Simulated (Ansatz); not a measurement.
# TaS2 (P-3m1) in Ansatz: equation of state

Aim: energy against volume of TaS2 in PBE, for its equilibrium volume and stiffness.

All numbers are computed with Ansatz 0.2.0; they aren't measurements. Logs are shortened: lines on timing, memory, paths and dates and some standing lists are left out, and cuts for length are marked.

## 1. The crystal as given

The structure is trigonal, space group P-3m1 (No. 164). The conventional cell has a = 3.350 Å, b = 3.350 Å, c = 5.860 Å, α = 90.00°, β = 90.00°, γ = 120.00°. Ta (site symmetry -3m) has 6 S at 2.43 Å as nearest neighbours. S (site symmetry 3m) has 3 Ta at 2.43 Å as nearest neighbours.

## 2. Single point, PBE, 17.85 Å³/atom (volume scaled by 0.94)

input.yaml reads:

```yaml
crystal:
  lattice:
    - [3.2816134642, 0.0, 0.0]
    - [-1.6408067321, 2.8419606254, 0.0]
    - [0.0, 0.0, 5.7403745971]
  atoms:
    - { symbol: Ta, position: [0.0, 0.0, 0.0] }
    - { symbol: S, position: [0.6666666667, 0.3333333333, 0.75] }
    - { symbol: S, position: [0.3333333333, 0.6666666667, 0.25] }
hamiltonian:
  xc: pbe
  pseudopotentials: { kind: paw }
kpoints:
  mp_grid: { grid: [9, 9, 5] }
scf:
  occupations: { method: fermi_dirac, width: 0.05 }
output:
  forces: true
  stress: true
  eigenvalues: true
  write_density: true
  write_potential: true
  elf: true
  volumetric_format: npy
```

Potentials or basis: Ansatz PAW.

The run is started by

```sh
ansatz run input.yaml --threads 2 --pin off --max-ram 5120MiB --backend cpu --events-out ev --progress --plain --runs-dir out
```

The log of the run:

```text
Warning: RAYON_NUM_THREADS=2 ignored (pool sized by the plan → 2); use --threads N
Engine: ansatz 0.2.0, aarch64-unknown-linux-gnu
Pseudopotentials: kind: paw
Pseudopotential: Ta, paw, valence charge 13, recommended cutoff 420 eV (normal), Ta.paw.azcp
Pseudopotential: S, paw, valence charge 6, recommended cutoff 420 eV (normal), S.paw.azcp
Functional definition: PBE
  parameter kappa = 0.804
  parameter beta = 0.06672455060314922
  exchange = pbe_x(kappa = kappa, mu = beta*pi^2/3)
  correlation = pbe_c(beta = beta)
Crystal: 3 atoms, lattice volume = 53.536 Å³
Basis set: ecut = 420 eV, 1051 PW (Γ), exchange–correlation on 48×48×80 points (8 copies of the dense FFT grid, shifted against one another)
Bands: 17, of which v1, the nominal top of the filled ones, is band 13 counted from 1 (12 counted from 0)
Symmetry: 12 space group operations
Space group: P-3m1 (ITA 164), of the structure as read, at distance tolerance 3.8e-5 Å
k-points: 50 of 405
Non-local potential: Ta, projectors of the file, l = 0: 3, l = 1: 2, l = 2: 2, l = 3: 1
Non-local potential: S, projectors of the file, l = 0: 2, l = 1: 2, l = 2: 2
PAW form: soft (Blöchl's): semilocal exchange-correlation on the pseudo side does not see the compensation charge
PAW one-centre angular grid: Ta, 590 points (default); XC on 64 Gauss nodes
PAW one-centre angular grid: S, 110 points (default); XC on 64 Gauss nodes
Initial density: superposition of atomic densities (neutral atoms: chi_scale 0, normalization atom), corrected by the library's trained network
Initial wavefunctions: pseudopotential atomic-orbital guess
Functional: x = pbe(κ = 0.804, μ = 0.2195149727645171), c = pbe(β = 0.06672455060314922)
SCF iter   1: F=—  HF=-11739.056241 eV  |F-HF|=—  |Δ(HF+E_count)|=         —  Δρ=2.64e-3  dr2=5.97e-3  ethr=1.77e-3  ⟨swp⟩=6.0  Hψ=4921  notcnv=0
preconditioner: auto → Kerker (q_TF=auto, 2.403 Å⁻¹)  [metal: Δε(μ)=0.007 eV  Ē_g=9.368 eV  σ=0.050 eV  W_gap=0.04  n_scr=10 (ndim 8)  ℏωp=20.9 eV  f_vac=0.009  D(μ)=1.80/eV (n_scr^D=22)]
SCF iter   2: F=—  HF=-11739.053126 eV  |F-HF|=—  |Δ(HF+E_count)|=   3.12e-3  Δρ=1.35e-3  dr2=1.58e-3  ethr=2.39e-5  ⟨swp⟩=2.3  Hψ=1484  notcnv=0
SCF iter   3: F=—  HF=-11739.053318 eV  |F-HF|=—  |Δ(HF+E_count)|=   1.92e-4  Δρ=2.69e-4  dr2=1.78e-4  ethr=6.30e-6  ⟨swp⟩=2.0  Hψ=1172  notcnv=0
SCF iter   4: F=—  HF=-11739.053310 eV  |F-HF|=—  |Δ(HF+E_count)|=   8.41e-6  Δρ=1.21e-4  dr2=3.25e-5  ethr=7.10e-7  ⟨swp⟩=2.0  Hψ=1178  notcnv=0
SCF iter   5: F=—  HF=-11739.053375 eV  |F-HF|=—  |Δ(HF+E_count)|=   6.52e-5  Δρ=5.31e-5  dr2=2.76e-6  ethr=1.30e-7  ⟨swp⟩=2.0  Hψ=1173  notcnv=0
SCF iter   6: F=—  HF=-11739.053376 eV  |F-HF|=—  |Δ(HF+E_count)|=   1.30e-6  Δρ=1.26e-5  dr2=1.48e-7  ethr=1.10e-8  ⟨swp⟩=2.1  Hψ=1181  notcnv=0
SCF iter   7: F=-11739.053376 eV  HF=-11739.053376 eV  |F-HF|=2.20e-9  |Δ(HF+E_count)|=   1.40e-7  Δρ=2.71e-6  dr2=4.69e-9  ethr=4.00e-10  ⟨swp⟩=10.0  Hψ=6099  notcnv=0
SCF 1 converged in 7 iterations: F = -11739.053376 eV  dr2 = 4.69e-9
SCF converged after 7 iterations
Free energy (F): -11739.053376 eV
Harris-Foulkes:  -11739.053376 eV  (|F-HF|=2.20e-9)
Internal energy: -11739.039270 eV  (E = F + TS)
E sigma→0 (E₀):  -11739.046323 eV
Entropy (-TS):   -0.014106 eV (-4.702 meV/atom)
Fermi energy:    11.650921 eV
--- Per-component energies (eV) ---
  E_band       = -163.536166
  E_kinetic    = 589.436400
  E_local      = -1380.048619  (includes V_loc(G=0)·N_el)
  E_nonlocal   = 72.620129
  E_hartree    = 531.261557
  E_xc         = -416.456520
  E_vxc        = -383.922289  (∫ρ·V_xc dr)
  E_paw        = -9598.254104  (= ΣΔE_a)
  E_vpaw       = -124.146613  (= ΣTr[D̂ρ^β])
  E_aug_tail   = 0.000157  (compensation charges beyond the density's cutoff)
  E_ewald      = -1537.598270
  E_smearing   = -0.014106  (= −TS)
  E_closure    = 0.000000  (closes the sum)
  Σ components = -11739.053376   (vs F -11739.053376, Δ=0.00e0)
--- Forces (eV/Å), atoms counted from 1 ---
  atom   1  Ta     0.00000000    -0.00000000     0.00000000
  atom   2  S     -0.00000000     0.00000000    -2.40529276
  atom   3  S      0.00000000    -0.00000000     2.40529276
  max |Σ_I F_I| component: 1.31e-31 eV/Å
--- Stress (GPa, compression-positive) ---
       18.600814       0.000000       0.000000
       -0.000000      18.600814      -0.000000
        0.000000      -0.000000      23.590216
  P = ⅓ Tr σ = 20.2639 GPa (202.639 kbar)
--- Band table (eV; the first three rows and the last of 50) ---
  k-point 0: bands = ["-56.8610", "-23.4539", "-23.3703", "-23.3703", "-3.9066", "-1.5564", "4.2884", "7.1449", "7.1449", "10.3124", "10.9254", "10.9254", "11.6513", "11.6513", "11.8982", "16.0108", "16.0108"]
  k-point 1: bands = ["-56.8610", "-23.4541", "-23.3703", "-23.3703", "-3.8201", "-1.7472", "4.6680", "7.1550", "7.1550", "9.3937", "10.8711", "10.8711", "11.6396", "11.6396", "12.5064", "16.1719", "16.1719"]
  k-point 2: bands = ["-56.8610", "-23.4542", "-23.3703", "-23.3703", "-3.6472", "-2.0738", "5.4723", "7.1717", "7.1717", "8.1461", "10.7869", "10.7869", "11.6200", "11.6200", "13.0240", "16.4520", "16.4520"]
  k-point 49: bands = ["-56.8402", "-23.6422", "-23.6422", "-23.3633", "-1.4975", "-1.4975", "5.7618", "5.7618", "5.9135", "7.7910", "7.9553", "7.9553", "12.9756", "13.2506", "13.2506", "16.9692", "16.9692"]
```

Wall time 1.5 s (2 threads of Arm Neoverse V2, shared host); peak memory 0.34 GiB.

Results:

| Item | Value |
| --- | --- |
| Free energy | -11739.0534 eV |
| Pressure | 20.3 GPa |
| Largest force | 2.405 eV/Å |
| Band gap on the k mesh | none (metal or under the smearing width) |

Caveat: this functional lacks dispersion, which binds the layers, so the pressure and a relaxed spacing across them are unreliable; forces of over 1 eV/Å show positions far from the minimum, so gaps and moduli don't describe the material at rest.

## 3. Single point, PBE, 18.23 Å³/atom (volume scaled by 0.96)

input.yaml: that of step 2 with these lines changed.

```diff
@@ -2,5 +2,5 @@
   lattice:
-    - [3.2816134642, 0.0, 0.0]
-    - [-1.6408067321, 2.8419606254, 0.0]
-    - [0.0, 0.0, 5.7403745971]
+    - [3.3047241796, 0.0, 0.0]
+    - [-1.6523620898, 2.8619750921, 0.0]
+    - [0.0, 0.0, 5.7808011022]
   atoms:
```

Potentials or basis: Ansatz PAW.

The run is started by

```sh
ansatz run input.yaml --threads 2 --pin off --max-ram 5120MiB --backend cpu --events-out ev --progress --plain --runs-dir out
```

Run time: 1.5 s. Hardware: 2 threads of Arm Neoverse V2, shared host; peak memory 0.34 GiB.

It converged, with:

```yaml
Free_energy: -11739.1827 eV
Pressure: 16.2 GPa
Largest_force: 1.986 eV/Å
Band_gap_on_the_k_mesh: none (metal or under the smearing width)
```

Caveat: this functional lacks dispersion, which binds the layers, so the pressure and a relaxed spacing across them are unreliable; forces of over 1 eV/Å show positions far from the minimum, so gaps and moduli don't describe the material at rest.

## 4. Single point, PBE, 18.60 Å³/atom (volume scaled by 0.98)

input.yaml: that of step 3 with these lines changed.

```diff
@@ -2,5 +2,5 @@
   lattice:
-    - [3.3047241796, 0.0, 0.0]
-    - [-1.6523620898, 2.8619750921, 0.0]
-    - [0.0, 0.0, 5.7808011022]
+    - [3.3275161011, 0.0, 0.0]
+    - [-1.6637580505, 2.8817134751, 0.0]
+    - [0.0, 0.0, 5.8206699559]
   atoms:
```

The run is started by

```sh
ansatz run input.yaml --threads 2 --pin off --max-ram 5120MiB --backend cpu --events-out ev --progress --plain --runs-dir out
```

It took 1.8 s on 2 threads of Arm Neoverse V2, shared host; peak memory 0.34 GiB.

The run converged. Its results:

```
Free energy            : -11739.2845 eV
Pressure               : 12.5 GPa
Largest force          : 1.596 eV/Å
Band gap on the k mesh : none (metal or under the smearing width)
```

Caveat: this functional lacks dispersion, which binds the layers, so the pressure and a relaxed spacing across them are unreliable; forces of over 1 eV/Å show positions far from the minimum, so gaps and moduli don't describe the material at rest.

## 5. Single point, PBE, 18.98 Å³/atom

input.yaml: that of step 4 with these lines changed.

```diff
@@ -2,5 +2,5 @@
   lattice:
-    - [3.3275161011, 0.0, 0.0]
-    - [-1.6637580505, 2.8817134751, 0.0]
-    - [0.0, 0.0, 5.8206699559]
+    - [3.35, 0.0, 0.0]
+    - [-1.675, 2.9011851027, 0.0]
+    - [0.0, 0.0, 5.86]
   atoms:
@@ -20,5 +20 @@
   eigenvalues: true
-  write_density: true
-  write_potential: true
-  elf: true
-  volumetric_format: npy
```

The run is started by

```sh
ansatz run input.yaml --threads 2 --pin off --max-ram 5120MiB --backend cpu --events-out ev --progress --plain --runs-dir out
```

Run time: 1.1 s. Hardware: 2 threads of Arm Neoverse V2, shared host; peak memory 0.34 GiB.

The run converged. Its results:

- Free energy: -11739.3613 eV
- Pressure: 9.2 GPa
- Largest force: 1.232 eV/Å
- Band gap on the k mesh: none (metal or under the smearing width)

Caveat: this functional lacks dispersion, which binds the layers, so the pressure and a relaxed spacing across them are unreliable; forces of over 1 eV/Å show positions far from the minimum, so gaps and moduli don't describe the material at rest.

## 6. Single point, PBE, 19.36 Å³/atom (volume scaled by 1.02)

input.yaml: that of step 5 with these lines changed.

```diff
@@ -2,5 +2,5 @@
   lattice:
-    - [3.35, 0.0, 0.0]
-    - [-1.675, 2.9011851027, 0.0]
-    - [0.0, 0.0, 5.86]
+    - [3.372186077, 0.0, 0.0]
+    - [-1.6860930385, 2.920398809, 0.0]
+    - [0.0, 0.0, 5.898809078]
   atoms:
```

Potentials or basis: Ansatz PAW.

The run is started by

```sh
ansatz run input.yaml --threads 2 --pin off --max-ram 5120MiB --backend cpu --events-out ev --progress --plain --runs-dir out
```

Run time: 1.1 s. Hardware: 2 threads of Arm Neoverse V2, shared host; peak memory 0.34 GiB.

Results (log left out):

| Item | Value |
| --- | --- |
| Free energy | -11739.4154 eV |
| Pressure | 6.1 GPa |
| Largest force | 0.893 eV/Å |
| Band gap on the k mesh | none (metal or under the smearing width) |

Caveat: this functional lacks dispersion, which binds the layers, so the pressure and a relaxed spacing across them are unreliable.

## 7. Single point, PBE, 19.74 Å³/atom (volume scaled by 1.04)

input.yaml: that of step 6 with these lines changed.

```diff
@@ -2,5 +2,5 @@
   lattice:
-    - [3.372186077, 0.0, 0.0]
-    - [-1.6860930385, 2.920398809, 0.0]
-    - [0.0, 0.0, 5.898809078]
+    - [3.3940840028, 0.0, 0.0]
+    - [-1.6970420014, 2.939362969, 0.0]
+    - [0.0, 0.0, 5.9371141064]
   atoms:
```

The run is started by

```sh
ansatz run input.yaml --threads 2 --pin off --max-ram 5120MiB --backend cpu --events-out ev --progress --plain --runs-dir out
```

Wall time 1.1 s (2 threads of Arm Neoverse V2, shared host); peak memory 0.34 GiB.

It converged, with:

| Property | Result |
| --- | --- |
| Free energy | -11739.4489 eV |
| Pressure | 3.4 GPa |
| Largest force | 0.577 eV/Å |
| Band gap on the k mesh | none (metal or under the smearing width) |

Caveat: this functional lacks dispersion, which binds the layers, so the pressure and a relaxed spacing across them are unreliable.

## 8. Single point, PBE, 20.12 Å³/atom (volume scaled by 1.06)

input.yaml: that of step 7 with these lines changed.

```diff
@@ -2,5 +2,5 @@
   lattice:
-    - [3.3940840028, 0.0, 0.0]
-    - [-1.6970420014, 2.939362969, 0.0]
-    - [0.0, 0.0, 5.9371141064]
+    - [3.4157029551, 0.0, 0.0]
+    - [-1.7078514776, 2.9580855309, 0.0]
+    - [0.0, 0.0, 5.9749311394]
   atoms:
```

The run is started by

```sh
ansatz run input.yaml --threads 2 --pin off --max-ram 5120MiB --backend cpu --events-out ev --progress --plain --runs-dir out
```

Wall time 1.6 s (2 threads of Arm Neoverse V2, shared host); peak memory 0.34 GiB.

The run converged. Its results:

```yaml
Free_energy: -11739.4638 eV
Pressure: 0.9 GPa
Largest_force: 0.282 eV/Å
Band_gap_on_the_k_mesh: none (metal or under the smearing width)
```

Caveat: this functional lacks dispersion, which binds the layers, so the pressure and a relaxed spacing across them are unreliable.

## 9. Equation of state, PBE

Potentials or basis: Ansatz PAW.

This step only gathers the single runs of the series.

What came out:

- Equilibrium volume: 20.26 Å³/atom (rough: see the caveat)
- Bulk modulus at fixed shape and positions: 123 GPa (rough)

Energy against volume, from the lowest point:
| volume (Å³/atom) | energy (meV/atom) |
| --- | --- |
| 17.845 | 136.82 |
| 18.225 | 93.70 |
| 18.605 | 59.78 |
| 18.984 | 34.19 |
| 19.364 | 16.16 |
| 19.744 | 4.97 |
| 20.123 | 0.00 |

Caveat: the minimum lies outside the volumes run; the cell was scaled at fixed shape and fractional positions, which overstates the stiffness of a crystal with free parameters, most of all of layers and chains; this functional lacks dispersion, which binds the layers, so the pressure and a relaxed spacing across them are unreliable.
